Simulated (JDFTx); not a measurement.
The system is CdF2.

```
Cd F
1.0
     0.00000    2.69400    2.69400
     2.69400    0.00000    2.69400
     2.69400    2.69400    0.00000
Cd F
1 2
Direct
  0.00000 0.00000 0.00000
  0.75000 0.75000 0.75000
  0.25000 0.25000 0.25000
```

Base run:

* Program: JDFTx 1.7.0 (patched build)
* Functional: PBEsol
* Potentials or basis: PseudoDojo-SR-PBEsol-0.4.1-standard with smoothed tails
* Cutoff: 1388 eV
* Density cutoff: 11102 eV
* k mesh: 9 × 9 × 9
* Occupations: fermi-dirac, width 0.05 eV
* Spin: no spin polarisation

Its results: band gap on the k mesh 2.98 eV, indirect (least direct gap 3.44 eV); pressure -0.4 GPa.

Q: The run is repeated on the same cell with these changes: functional from PBEsol to PBE; potentials or basis from PseudoDojo-SR-PBEsol-0.4.1-standard with smoothed tails to PseudoDojo-SR-PBE-0.5-standard with smoothed tails. What comes out?

A: Band gap on the k mesh 3.15 eV, indirect (least direct gap 3.62 eV); pressure 5.2 GPa.

Caveats: an odd mesh through Γ misses points on the zone boundary, where band edges often lie; the empty levels aren't tightly converged (some runs).
